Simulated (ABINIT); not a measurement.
Crystal: C.

```
C
1.0
     0.00000    1.78337    1.78337
     1.78337    0.00000    1.78337
     1.78337    1.78337    0.00000
C
2
Direct
  0.75000 0.75000 0.75000
  0.50000 0.50000 0.50000
```

This isn't the form of C at room conditions, which is graphite.

```yaml
Program: ABINIT 10.8.3 (patched build)
Task: relaxation of cell and atoms
Functional: LDA
Potentials_or_basis: PseudoDojo NC SR LDA v0.4.1 standard
Cutoff: 1116 eV
k_mesh: 10 × 10 × 10
Occupations: fermi-dirac, width 0.05 eV
Spin: no spin polarisation
```

At the start: pressure -10.9 GPa; volume 5.67 Å³/atom.

Problem. How do energy, volume and symmetry change on relaxing?

Solution. Over 4 steps the energy falls by 4.8 meV/atom and the volume is 5.53 Å³/atom (-2.4 %); space group Fd-3m (No. 227, to 0.05 Å).

The path:
```csv
step,energy change (eV),largest force (eV/Å),pressure (GPa),volume (Å³)
1,0.0000,0.0000,-10.91,11.34
2,-0.0082,0.0000,4.27,10.97
3,-0.0095,0.0000,-0.11,11.07
4,-0.0095,0.0000,0.00,11.07
```

Final structure:
```
CELL_PARAMETERS angstrom
0.00000 1.76883 1.76883
1.76883 0.00000 1.76883
1.76883 1.76883 0.00000
ATOMIC_POSITIONS crystal
C 0.75000 0.75000 0.75000
C 0.50000 0.50000 0.50000
```

The cell as given is a measured one (5.67 Å³/atom); LDA puts the equilibrium volume -2.4 % from it, thermal expansion not counted.
